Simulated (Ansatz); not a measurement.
Reaction (cleavage of the B–B bond): `CB(F)BCl` + `CC(=O)O` → `CC(=O)OBCl` + `CBF`

Computed with Ansatz on PBE0-D4/def2-TZVP structures; ΔE is electronic, products minus reactants. CBS: MP2 limit from def2 TZ/QZ plus the TZ coupled-cluster correction, frozen cores. This one scheme is used for every species. DFT in def2-TZVPP. B3LYP here is the variant with VWN-RPA as its local correlation; programs differ in this. HSE06 is defined as in plane-wave codes. Each species was taken in one conformer, which may not be the lowest.

(1) Is it downhill or uphill in electronic energy at CCSD(T)/CBS, and by how much? (Best estimate.)

(2) What do these levels give: revPBE-D4, BLYP-D4, B97M-V, PBE0-D4, HSE06-D4, BHLYP-D4, PBE0, B3LYP, CCSD/def2-SVP, CCSD(T)/def2-SVP, SCS-MP2/def2-QZVPP, MP2/CBS(def2)? (Best estimate.)

Largest T1 diagnostic among the species: 0.015.

Answers

(1) The calculation gave: Downhill: ΔE = -131.5 kJ/mol.

(2) Ansatz gave: revPBE-D4 -118.1, BLYP-D4 -129.2, B97M-V -130.7, PBE0-D4 -122.9, HSE06-D4 -122.9, BHLYP-D4 -137.1, PBE0 -122.9, B3LYP -132.0, CCSD/def2-SVP -145.3, CCSD(T)/def2-SVP -145.8, SCS-MP2/def2-QZVPP -137.8, MP2/CBS(def2) -136.4 kJ/mol.

In def2-TZVPP, CCSD(T) changes the Hartree–Fock value by +9.4 kJ/mol (the triples alone add +0.1 kJ/mol) and MP2 by +4.4 kJ/mol. At CCSD(T), def2-SVP lies −14.4 kJ/mol from the extrapolated value and def2-TZVPP −1.9 kJ/mol.
